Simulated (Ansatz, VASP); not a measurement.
**Pt: VASP beside Ansatz**

INCAR

```
SYSTEM = Pt
PREC = Accurate
ENCUT = 520
EDIFF = 1E-6
ISMEAR = -1
SIGMA = 0.05
LREAL = .FALSE.
LASPH = .TRUE.
NELM = 60
ALGO = Normal
ISIF = 2
LWAVE = .FALSE.
LCHARG = .FALSE.
GGA = CA
NBANDS = 11
```

KPOINTS

```
Automatic mesh
0
G
  12 12 12
  0 0 0
```

POSCAR

```
Pt
1.0
    0.0000000000      1.9477392008      1.9477392008
    1.9477392008      0.0000000000      1.9477392008
    1.9477392008      1.9477392008      0.0000000000
Pt
1
Direct
    0.0000000000      0.0000000000      0.0000000000
```

input.yaml

```yaml
crystal:
  lattice:
    - [0.0, 1.9477392008, 1.9477392008]
    - [1.9477392008, 0.0, 1.9477392008]
    - [1.9477392008, 1.9477392008, 0.0]
  atoms:
    - { symbol: Pt, position: [0.0, 0.0, 0.0] }
kpoints:
  mp_grid: { grid: [12, 12, 12] }
scf:
  occupations: { method: fermi_dirac, width: 0.05 }
hamiltonian:
  xc: lda
  pseudopotentials: { kind: all_electron, lapw: { basis_error: 0.001 } }
output:
  forces: true
  stress: true
  eigenvalues: true
```

Change from the starting cell: volume scaled by 0.98.

Alike in both runs: task single point; functional LDA; k mesh 12 × 12 × 12; occupations fermi-dirac, width 0.05 eV; no spin polarisation.

|  | VASP | Ansatz |
| --- | --- | --- |
| version | VASP 6.6.1 | Ansatz 0.2.0 |
| potentials or method | VASP PAW LDA potentials, release 64 (Pt) | all-electron LAPW, scalar-relativistic |
| plane-wave cutoff (eV) | 520 | see its input |

Ansatz gave:

- gap on the k mesh at the Fermi level (eV): none
- pressure (GPa): -0.2

Question: What did VASP give for the same quantities?

Answer: gap on the k mesh at the Fermi level (eV): none; pressure (GPa): 0.6.

A gap of «none» marks a metal or a gap that the smearing closes. Ansatz ran all-electron here, so the differences hold the error of VASP's frozen core and of both bases.

The runs have no spin-orbit coupling, so splittings on Pt are missing.
